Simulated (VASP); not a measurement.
# NiO, self-consistent run: which settings are enough?

NiO, P1 (no. 1), 2 atoms in the cell. PBE; PAW potentials Ni, O (PBE set). VASP 6.6.1. The atoms are moved at random off their ideal places.

Wanted: energy within 1 meV/atom; forces within 0.005 eV/Å; pressure within 0.1 GPa.

POSCAR:
```
NiO
1.0
    0.0000000000      2.0859016414      2.0859016414
    2.0859016414      0.0000000000      2.0859016414
    2.0859016414      2.0859016414      0.0000000000
Ni O
1 1
Direct
    0.0060160000     -0.0093650000     -0.0013670000
    0.5002690000      0.5020020000      0.4997840000
```

## One numerical tag moved

| One numerical tag moved | Energy less reference (meV/atom) | Forces, largest deviation (eV/Å) | Pressure (GPa) | SCF iterations | Time (s) |
|---|---|---|---|---|---|
| default | 0.0 | 0.0000 | 5.70 | 17 | 77 |
| DEPER = 0.6 | 0.0 | 0.0000 | 5.69 | 18 | 69 |
| WEIMIN = 0.0 | 0.0 | 0.0000 | 5.70 | 17 | 72 |
| LCORR = F | 0.0 | 0.0000 | 5.69 | 17 | 72 |
| RANDOM_GENERATOR = pcg_32 | 0.0 | 0.0000 | 5.70 | 17 | 64 |
| LDIAG = F | 0.0 | 0.0000 | 5.71 | 17 | 69 |
| NBLK = 64 | 0.0 | 0.0000 | 5.70 | 17 | 66 |
| LMAXPAW = 0 | 18.5 | 0.0560 | -0.29 | 15 | 53 |
| LMAXPAW = -1 | -40.3 | 0.0451 | 7.05 | 16 | 59 |

## Question

For each series: keep the first row unless others stay within half of the tolerance and take at least 30 % less time, and then take the fastest.

## Answer

- one numerical tag moved: default

## The input

INCAR:
```
SYSTEM = NiO
ALGO = Normal
EDIFF = 1E-7
ENCUT = 520
ISIF = 2
ISMEAR = 0
ISPIN = 2
LASPH = .True.
LCHARG = .False.
LMAXMIX = 4
LORBIT = 11
LREAL = .False.
LWAVE = .False.
MAGMOM = 1 0
NELM = 100
PREC = Accurate
SIGMA = 0.02
```

KPOINTS:
```
k-points
0
Gamma
  9 9 9
```

Commands:
```
cat potpaw_PBE.64/Ni/POTCAR potpaw_PBE.64/O/POTCAR > POTCAR
mpirun -np 1 vasp_std > vasp.out
```

The chosen input took VASP 6.6.1 77 s on 1 core (Intel Xeon 6975P-C (Granite Rapids)), a shared host.

## An input that fails: LMAXPAW = -1 without LASPH

It runs to its end, but against the unchanged starting input it is off by 40.3 meV/atom in the energy, 0.0451 eV/Å in the forces, 1.35 GPa in the pressure.

Changes against the starting input:
```
- LASPH = True
+ LASPH = False
+ LMAXPAW = -1
```
